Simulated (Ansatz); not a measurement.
## MgS (Fm-3m): G0W0 and the starting functional

```cif
data_structure
_symmetry_space_group_name_H-M 'P 1'
_symmetry_Int_Tables_number 1
_cell_length_a 3.6487
_cell_length_b 3.6487
_cell_length_c 3.6487
_cell_angle_alpha 60.000
_cell_angle_beta 60.000
_cell_angle_gamma 60.000
_cell_volume 34.35
loop_
_atom_site_label
_atom_site_type_symbol
_atom_site_fract_x
_atom_site_fract_y
_atom_site_fract_z
_atom_site_occupancy
Mg1 Mg 0.00000 0.00000 0.00000 1
S1 S 0.50000 0.50000 0.50000 1
```

Held fixed (Ansatz):

| Property | Result |
| --- | --- |
| datasets | soft PAW set, first generation |
| k mesh | 4×4×4 |
| empty bands | 221 |
| response cutoff | 200 eV |
| frequencies | contour deformation |
| q → 0 term | analytic weight of Carrier, Rohra and Görling |
| band sums | cut at the band count |

The gap is read from Γ to k = (0, -0.5, -0.5), linearised, between the Kohn-Sham band edges among the points solved. ε∞ is the electronic dielectric constant on this mesh. Wave cutoffs: 420, 500 eV in the order of the table.

```tsv
orbitals	KS gap (eV)	G0W0 gap (eV)	ε∞
PBE	2.82	4.31	6.1
r²SCAN	3.50	4.68	5.1
```

The Kohn-Sham gaps spread over 0.69 eV and the G0W0 gaps over 0.37 eV, so the dependence on the start shrinks but stays.

Soft PAW datasets can miss an all-electron G0W0 gap by more than 5 %. The cell is a model at fixed atoms and needn't be the relaxed known crystal. The PAW or pseudopotential files were made with PBE. Points k are given in fractions of the reciprocal vectors. The mesh is coarse, so these are values at the stated settings, not converged ones. Band sums or response are cut, so the gap isn't at its basis limit. The gap is read on the mesh, and the crystal's band edges can lie off it. With r²SCAN or HSE06 the Kohn-Sham levels are generalised ones. Meshes this coarse can overestimate the dielectric constant by a tenth and more.
